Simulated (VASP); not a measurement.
# SiC: self-consistent run, by functional and exact exchange

SiC, F-43m (no. 216), 2 atoms in the cell.

| Functional | Exact exchange | Pressure (GPa) | Gap on the mesh (eV) | Time (s) |
|---|---|---|---|---|
| B3P86 | 0.2 | 0.14 | 2.809 | 19 |
| B3LYP | 0.2 | 2.93 | 3.046 | 22 |
| B97-2 | 0.21 | -0.57 | 2.946 | 16 |
| APBE0 | 0.25 | -1.27 | 3.062 | 20 |
| HSE06 | 0.25 | -1.00 | 2.332 | 21 |
| PBEsol0 | 0.25 | -3.84 | 2.946 | 24 |
| CAP0 | 0.25 | -1.76 | 3.009 | 18 |
| HSE12s | 0.425 | -2.90 | 2.329 | 31 |

Limits: the k mesh is coarse, so the gap and the pressure can be far off.

## Input of the first row

INCAR.step1:
```
ALGO     = Normal         # electronic algorithm
EDIFF    = 1E-5           # SCF threshold, eV
ENCUT    = 450            # plane-wave cutoff, eV
GGA      = PE             # functional
ISIF     = 2              # what is computed and relaxed
ISMEAR   = 0              # smearing method
LASPH    = T              # aspherical terms in the spheres
LCHARG   = F              # write CHGCAR
LREAL    = F              # projectors in reciprocal space
LWAVE    = T              # write WAVECAR
NELM     = 100            # most SCF steps
PREC     = Accurate       # precision mode
SIGMA    = 0.02           # smearing width, eV
```

INCAR.step2, as INCAR.step1 but for:
```
- EDIFF = 1E-5
- GGA = PE
- LWAVE = T
+ AEXX = 0.2
+ EDIFF = 1E-6
+ GGA = LIBXC
+ ISTART = 1
+ LHFCALC = T
+ LIBXC1 = HYB_GGA_XC_B3P86
+ LWAVE = F
+ PRECFOCK = Fast
```

KPOINTS:
```
k-points
0
Gamma
  4 4 4
```

POSCAR:
```
SiC
1.0
    0.0000000000      2.1790000000      2.1790000000
    2.1790000000      0.0000000000      2.1790000000
    2.1790000000      2.1790000000      0.0000000000
Si C
1 1
Direct
    0.0000000000      0.0000000000      0.0000000000
    0.7500000000      0.7500000000      0.7500000000
```

Commands (each step's output is kept before the next begins):
```
cat potpaw_PBE.64/Si/POTCAR potpaw_PBE.64/C/POTCAR > POTCAR
cp INCAR.step1 INCAR
mpirun -np 1 vasp_std > vasp.out
cp INCAR.step2 INCAR
mpirun -np 1 vasp_std > vasp.out
```

Changes of the last row against the first:
```
(step 2)
- AEXX = 0.2
- LIBXC1 = HYB_GGA_XC_B3P86
+ AEXX = 0.425
+ LIBXC1 = HYB_GGA_XC_HSE12S
+ HFSCREEN = 0.408
```

VASP 6.6.1 took 19 s on 1 core (Intel Xeon Platinum 8488C (Sapphire Rapids)), a shared host.
